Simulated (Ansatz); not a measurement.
# SnO2 (Pmmm) in Ansatz: a series of runs

The runs below take SnO2 through single point, relaxation of cell and atoms, with PBE.

Everything below comes from runs of Ansatz 0.2.0. Logs are shortened: lines on timing, memory, paths and dates and some standing lists are left out, and cuts for length are marked.

## Step 1: The crystal as given

It takes space group Pmmm (No. 47, orthorhombic). Conventional cell: a = 3.023 Å, b = 4.965 Å, c = 5.977 Å, α = 90.00°, β = 90.00°, γ = 90.00°. Sn (site symmetry mmm) has 4 O at 2.02 Å as nearest neighbours. O (site symmetry mm2) has 2 Sn at 2.02 Å as nearest neighbours.

The cell was built by a generator and needn't be a form met in nature.

## Step 2: Single point, PBE (strained by +1 %)

Input file input.yaml:

```yaml
crystal:
  lattice:
    - [3.02327, 0.01511635, 0.0]
    - [0.0248234, 4.96468, 0.0]
    - [0.0, 0.0, 5.97696]
  atoms:
    - { symbol: Sn, position: [0.5, 0.5, 0.0] }
    - { symbol: O, position: [0.0, 0.5, 0.77572] }
    - { symbol: O, position: [0.0, 0.5, 0.22428] }
hamiltonian:
  xc: pbe
  pseudopotentials: { kind: paw }
kpoints:
  mp_grid: { grid: [9, 6, 5] }
scf:
  occupations: { method: fermi_dirac, width: 0.05 }
output:
  forces: true
  stress: true
  eigenvalues: true
```

Potentials or basis: Ansatz PAW.

The run is started by

```console
> ansatz run input.yaml --threads 2 --pin off --max-ram 5632MiB --backend cpu --events-out ev --progress --plain --runs-dir out
```

Standard output:

```text
Warning: RAYON_NUM_THREADS=2 ignored (pool sized by the plan → 2); use --threads N
Engine: ansatz 0.2.0, aarch64-unknown-linux-gnu
Pseudopotentials: kind: paw
Pseudopotential: Sn, paw, valence charge 14, recommended cutoff 420 eV (normal), Sn.paw.azcp
Pseudopotential: O, paw, valence charge 6, recommended cutoff 420 eV (normal), O.paw.azcp
Functional definition: PBE
  parameter kappa = 0.804
  parameter beta = 0.06672455060314922
  exchange = pbe_x(kappa = kappa, mu = beta*pi^2/3)
  correlation = pbe_c(beta = beta)
Crystal: 3 atoms, lattice volume = 89.709 Å³
Basis set: ecut = 420 eV, 1721 PW (Γ), exchange–correlation on 48×72×80 points (8 copies of the dense FFT grid, shifted against one another)
Bands: 17, of which v1, the nominal top of the filled ones, is band 13 counted from 1 (12 counted from 0)
Symmetry: 4 space group operations
Space group: P2/m (ITA 10), of the structure as read, at distance tolerance 4.5e-5 Å
k-points: 84 of 270
Non-local potential: Sn, projectors of the file, l = 0: 2, l = 1: 2, l = 2: 2, l = 3: 2
Non-local potential: O, projectors of the file, l = 0: 2, l = 1: 2, l = 2: 1
PAW form: soft (Blöchl's): semilocal exchange-correlation on the pseudo side does not see the compensation charge
PAW one-centre angular grid: Sn, 590 points (default); XC on 64 Gauss nodes
PAW one-centre angular grid: O, 110 points (default); XC on 64 Gauss nodes
Initial density: superposition of atomic densities (neutral atoms: chi_scale 0, normalization atom), corrected by the library's trained network
Initial wavefunctions: pseudopotential atomic-orbital guess
Functional: x = pbe(κ = 0.804, μ = 0.2195149727645171), c = pbe(β = 0.06672455060314922)
SCF iter   1: F=—  HF=-7156.495399 eV  |F-HF|=—  |Δ(HF+E_count)|=         —  Δρ=4.19e-3  dr2=1.01e-2  ethr=1.77e-3  ⟨swp⟩=6.1  Hψ=8249  notcnv=0
preconditioner: auto → none  [insulator: Δε(μ)=1.296 eV  Ē_g=17.207 eV  σ=0.050 eV  W_gap=1.00  n_scr=12 (ndim 8)  ℏωp=20.0 eV  f_vac=0.451  D(μ)=0.00/eV (n_scr^D=0)  ε∞_Penn≈2.3]
SCF iter   2: F=—  HF=-7156.498614 eV  |F-HF|=—  |Δ(HF+E_count)|=   3.21e-3  Δρ=2.44e-3  dr2=3.50e-3  ethr=3.89e-5  ⟨swp⟩=2.5  Hψ=3208  notcnv=0
SCF iter   3: F=—  HF=-7156.499041 eV  |F-HF|=—  |Δ(HF+E_count)|=   4.27e-4  Δρ=1.23e-3  dr2=1.07e-3  ethr=1.35e-5  ⟨swp⟩=2.1  Hψ=2344  notcnv=0
SCF iter   4: F=—  HF=-7156.499102 eV  |F-HF|=—  |Δ(HF+E_count)|=   6.09e-5  Δρ=3.04e-4  dr2=5.29e-5  ethr=4.10e-6  ⟨swp⟩=2.0  Hψ=2111  notcnv=0
SCF iter   5: F=—  HF=-7156.499032 eV  |F-HF|=—  |Δ(HF+E_count)|=   7.00e-5  Δρ=5.27e-5  dr2=1.38e-6  ethr=2.03e-7  ⟨swp⟩=2.0  Hψ=2104  notcnv=0
SCF iter   6: F=-7156.499035 eV  HF=-7156.499035 eV  |F-HF|=1.30e-8  |Δ(HF+E_count)|=   2.32e-6  Δρ=6.05e-6  dr2=3.03e-8  ethr=3.85e-10  ⟨swp⟩=5.6  Hψ=7980  notcnv=0
SCF 1 converged in 6 iterations: F = -7156.499035 eV  dr2 = 3.03e-8
SCF converged after 6 iterations
Free energy (F): -7156.499035 eV
Harris-Foulkes:  -7156.499035 eV  (|F-HF|=1.30e-8)
Internal energy: -7156.499035 eV  (E = F + TS)
E sigma→0 (E₀):  -7156.499035 eV
Entropy (-TS):   -0.000000 eV (-0.000 meV/atom)
Fermi energy:    0.720810 eV
--- Per-component energies (eV) ---
  E_band       = -301.294011
  E_kinetic    = 533.356751
  E_local      = -3371.625223  (includes V_loc(G=0)·N_el)
  E_nonlocal   = 65.930480
  E_hartree    = 1593.633691
  E_xc         = -526.303650
  E_vxc        = -279.710643  (∫ρ·V_xc dr)
  E_paw        = -4458.583886  (= ΣΔE_a)
  E_vpaw       = -436.515669  (= ΣTr[D̂ρ^β])
  E_aug_tail   = 0.004701  (compensation charges beyond the density's cutoff)
  E_ewald      = -992.911899
  E_smearing   = -0.000000  (= −TS)
  E_closure    = 0.000000  (closes the sum)
  Σ components = -7156.499035   (vs F -7156.499035, Δ=0.00e0)
--- Forces (eV/Å), atoms counted from 1 ---
  atom   1  Sn     0.00000000     0.00000000     0.00000000
  atom   2  O      0.00000000     0.00000000     0.00069332
  atom   3  O      0.00000000     0.00000000    -0.00069332
  max |Σ_I F_I| component: 0.00e0 eV/Å
--- Stress (GPa, compression-positive) ---
        0.460271       0.008234       0.000000
        0.008234       0.512887       0.000000
        0.000000       0.000000       0.439521
  P = ⅓ Tr σ = 0.4709 GPa (4.709 kbar)
--- Band table (eV; the first three rows and the last of 84) ---
  k-point 0: bands = ["-21.3082", "-20.5600", "-20.4867", "-20.4027", "-20.3957", "-17.1216", "-16.5813", "-4.8912", "-2.7762", "-2.2804", "-0.9637", "-0.7806", "-0.5476", "1.3146", "4.7091", "6.3977", "6.8054"]
  k-point 1: bands = ["-21.3077", "-20.5601", "-20.4867", "-20.4026", "-20.3958", "-17.1131", "-16.5938", "-4.8270", "-2.7604", "-2.2739", "-0.9919", "-0.9681", "-0.5575", "1.4769", "4.7210", "5.9484", "6.9631"]
  k-point 2: bands = ["-21.3069", "-20.5601", "-20.4867", "-20.4026", "-20.3958", "-17.0985", "-16.6148", "-4.7153", "-2.7340", "-2.2633", "-1.2467", "-1.0384", "-0.5732", "1.7175", "4.7399", "5.4614", "7.1196"]
  k-point 83: bands = ["-21.3096", "-20.7301", "-20.6353", "-20.5335", "-20.1189", "-16.9633", "-14.7755", "-6.6426", "-3.9986", "-3.1550", "-1.2225", "-0.8544", "-0.3638", "3.4185", "4.0783", "7.1826", "9.1784"]
```

It took 3.3 s on 2 threads of Arm Neoverse V1, shared host; peak memory 0.4 GiB.

Results:

| Quantity | Value |
| --- | --- |
| Free energy | -7156.4990 eV |
| Pressure | 0.5 GPa |
| Band gap on the k mesh | 1.31 eV, indirect (least direct gap 1.86 eV) |

Caveat: odd divisions of the mesh miss points on the zone boundary, where band edges often lie, so the gap on the mesh can be too wide; the pressure holds a Pulay correction of +0.3 GPa for the finite cutoff; spin-orbit coupling is left out, which moves the levels of the heavy elements.

## Step 3: Single point, PBE (strained by +2 %)

Changes to input.yaml since step 2:

```diff
@@ -2,4 +2,4 @@
   lattice:
-    - [3.02327, 0.01511635, 0.0]
-    - [0.0248234, 4.96468, 0.0]
+    - [3.02327, 0.0302327, 0.0]
+    - [0.0496468, 4.96468, 0.0]
     - [0.0, 0.0, 5.97696]
@@ -20 +20,5 @@
   eigenvalues: true
+  write_density: true
+  write_potential: true
+  elf: true
+  volumetric_format: npy
```

Potentials or basis: Ansatz PAW.

The run is started by

```console
> ansatz run input.yaml --threads 2 --pin off --max-ram 5632MiB --backend cpu --events-out ev --progress --plain --runs-dir out
```

Run time: 4.4 s. Hardware: 2 threads of Arm Neoverse V1, shared host; peak memory 0.4 GiB.

The run converged. Its results:

```
Free energy            : -7156.4991 eV
Pressure               : 0.5 GPa
Band gap on the k mesh : 1.31 eV, indirect (least direct gap 1.86 eV)
```

Levels at points of the mesh, in eV from the valence-band top:
| k point | band 10 | band 11 | band 12 | band 13 | band 14 | band 15 | band 16 | band 17 |
| --- | --- | --- | --- | --- | --- | --- | --- | --- |
| (0.00, 0.00, 0.00) | -2.28 | -0.97 | -0.78 | -0.55 | 1.31 | 4.71 | 6.39 | 6.80 |
| (0.00, -0.50, 0.00) | -2.28 | -1.06 | -0.78 | -0.55 | 2.08 | 3.25 | 7.37 | 7.74 |

Caveat: odd divisions of the mesh miss points on the zone boundary, where band edges often lie, so the gap on the mesh can be too wide; the pressure holds a Pulay correction of +0.3 GPa for the finite cutoff; spin-orbit coupling is left out, which moves the levels of the heavy elements. A k mesh can miss the band edges.

## Step 4: Relaxation of cell and atoms, PBE, target pressure 20 GPa, at which the enthalpy is minimised

Changes to input.yaml since step 3:

```diff
@@ -2,4 +2,4 @@
   lattice:
-    - [3.02327, 0.0302327, 0.0]
-    - [0.0496468, 4.96468, 0.0]
+    - [3.02327, 0.0, 0.0]
+    - [0.0, 4.96468, 0.0]
     - [0.0, 0.0, 5.97696]
@@ -20,5 +20,5 @@
   eigenvalues: true
-  write_density: true
-  write_potential: true
-  elf: true
-  volumetric_format: npy
+relax:
+  f_tol: 0.01
+  max_steps: 40
+  cell: { stress_tol: 0.05, p_target: 20.0 }
```

The run is started by

```console
> ansatz run input.yaml --threads 2 --pin off --max-ram 5632MiB --backend cpu --events-out ev --progress --plain --runs-dir out
```

It took 43 s on 2 threads of Arm Neoverse V1, shared host; peak memory 0.4 GiB.

The run converged. Its results:

| Property | Result |
| --- | --- |
| Free energy | -7155.2559 eV |
| Relaxed volume | 14.24 Å³/atom |
| Relaxed cell | a = 2.970 Å, b = 2.966 Å, c = 4.851 Å, α = 90.00°, β = 90.00°, γ = 90.00° |
| Space group after relaxing (to 0.05 Å) | Pmmm (No. 47) |
| Energy change on relaxing (the enthalpy is what falls) | +414.4 meV/atom |
| Ionic steps | 16 |
| Pressure after relaxing | 20.0 GPa |
| Band gap on the k mesh | none (metal or under the smearing width) |

The path:
```csv
step,energy change (eV),largest force (eV/Å),volume (Å³)
1,0.0000,0.0005,89.71
2,0.1115,0.3674,79.03
3,0.2535,0.7442,71.06
4,0.3514,0.6667,64.78
5,0.4442,0.4329,59.59
6,0.5450,0.2477,55.19
7,0.6609,0.1212,51.31
8,0.8078,0.0966,47.73
9,1.0727,0.0800,44.09
10,1.2039,0.0418,42.94
11,1.1941,0.0035,43.00
12,1.1964,0.0057,42.98
13,1.2129,0.0097,42.98
14,1.2497,0.0039,42.67
15,1.2420,0.0003,42.73
16,1.2431,0.0003,42.73
```

Final structure:
```xyz
3
Lattice="2.9698 0.0000 0.0000 0.0000 2.9660 0.0000 0.0000 0.0000 4.8514" Properties=species:S:1:pos:R:3 pbc="T T T"
Sn    1.4849    1.4830    0.0000
O     0.0000    1.4830    3.5320
O     0.0000    1.4830    1.3194
```

Levels at points of the mesh, in eV from the Fermi level:
```
            k point  band 11  band 12  band 13  band 14  band 15  band 16
 (0.00, 0.00, 0.00)    -1.38    -0.86    -0.61    -0.59     5.29     9.80
(0.00, -0.50, 0.00)    -2.56    -1.23    -0.46     1.02     3.38     9.25
```

Caveat: the volume moved by over 15 % at a fixed basis, so the end points are rough; the plane-wave basis is chosen anew once the cell has moved, so the energies of steps on either side of that aren't comparable; the pressure holds a Pulay correction of +0.7 GPa for the finite cutoff.

## Step 5: Relaxation of cell and atoms, PBE, target pressure 30 GPa, at which the enthalpy is minimised

Changes to input.yaml since step 4:

```diff
@@ -20,2 +20,6 @@
   eigenvalues: true
+  write_density: true
+  write_potential: true
+  elf: true
+  volumetric_format: npy
 relax:
@@ -23,2 +27,2 @@
   max_steps: 40
-  cell: { stress_tol: 0.05, p_target: 20.0 }
+  cell: { stress_tol: 0.05, p_target: 30.0 }
```

The run is started by

```console
> ansatz run input.yaml --threads 2 --pin off --max-ram 5632MiB --backend cpu --events-out ev --progress --plain --runs-dir out
```

It took 47 s on 2 threads of Arm Neoverse V1, shared host; peak memory 0.41 GiB.

The run converged. Its results:

```
Free energy                                            : -7154.7419 eV
Relaxed volume                                         : 13.12 Å³/atom
Relaxed cell                                           : a = 2.964 Å, b = 2.835 Å, c = 4.685 Å, α = 90.00°, β = 90.00°, γ = 90.00°
Space group after relaxing (to 0.05 Å)                 : Pmmm (No. 47)
Energy change on relaxing (the enthalpy is what falls) : +585.7 meV/atom
Ionic steps                                            : 17
Pressure after relaxing                                : 30.0 GPa
Band gap on the k mesh                                 : none (metal or under the smearing width)
```

Step by step:
| step | energy change (eV) | largest force (eV/Å) | volume (Å³) |
| --- | --- | --- | --- |
| 1 | 0.0000 | 0.0005 | 89.71 |
| 2 | 0.1360 | 0.6270 | 78.75 |
| 3 | 0.3569 | 1.1645 | 70.18 |
| 4 | 0.5091 | 1.1278 | 63.56 |
| 5 | 0.6281 | 0.8033 | 58.18 |
| 6 | 0.7567 | 0.5013 | 53.62 |
| 7 | 0.8955 | 0.2743 | 49.67 |
| 8 | 1.0487 | 0.1952 | 46.09 |
| 9 | 1.3044 | 0.1337 | 42.58 |
| 10 | 1.7604 | 0.0122 | 39.37 |
| 11 | 1.6332 | 0.2092 | 39.97 |
| 12 | 1.7071 | 0.0467 | 39.55 |
| 13 | 1.7074 | 0.0376 | 39.55 |
| 14 | 1.7138 | 0.0001 | 39.51 |
| 15 | 1.7311 | 0.0049 | 39.51 |
| 16 | 1.7564 | 0.0010 | 39.37 |
| 17 | 1.7571 | 0.0011 | 39.37 |

Final structure:
```
CELL_PARAMETERS angstrom
2.96447 0.00000 0.00000
0.00000 2.83477 0.00000
0.00000 0.00000 4.68492
ATOMIC_POSITIONS crystal
Sn 0.50000 0.50000 0.00000
O 0.00000 0.50000 0.72085
O 0.00000 0.50000 0.27915
```

Levels at points of the mesh, in eV from the Fermi level:
| k point | band 9 | band 10 | band 11 | band 12 | band 13 | band 14 | band 15 | band 16 | band 17 |
| --- | --- | --- | --- | --- | --- | --- | --- | --- | --- |
| (0.00, 0.00, 0.00) | -4.09 | -2.22 | -1.51 | -0.78 | -0.74 | -0.36 | 5.20 | 9.69 | 10.39 |
| (0.00, -0.50, 0.00) | -6.40 | -3.67 | -2.78 | -1.31 | -0.17 | 0.73 | 3.73 | 9.62 | 10.23 |

Caveat: the volume moved by over 15 % at a fixed basis, so the end points are rough; the plane-wave basis is chosen anew once the cell has moved, so the energies of steps on either side of that aren't comparable; the pressure holds a Pulay correction of +0.7 GPa for the finite cutoff.

## Step 6: The runs side by side

| task | cell | target pressure (GPa) | gap on the mesh (eV) | pressure (GPa) |
| --- | --- | --- | --- | --- |
| single point | strained by +1 % | - | 1.31 | 0.5 |
| single point | strained by +2 % | - | 1.31 | 0.5 |
| relaxation of cell and atoms | relaxed to 20 GPa | 20 | none | 20.0 |
| relaxation of cell and atoms | relaxed to 30 GPa | 30 | none | 30.0 |

Alike in all rows: level PBE; potentials or basis Ansatz PAW; no spin polarisation; k mesh 9 × 6 × 5; cutoff (eV) 420; smearing fermi-dirac 0.05 eV.

Caveats: odd divisions of the mesh miss points on the zone boundary, where band edges often lie, so the gap on the mesh can be too wide (some runs); spin-orbit coupling is left out, which moves the levels of the heavy elements (some runs); the volume moved by over 15 % at a fixed basis, so the end points are rough (some runs); the plane-wave basis is chosen anew once the cell has moved, so the energies of steps on either side of that aren't comparable (some runs).

Absolute energies hang on the potentials; compare differences alone.
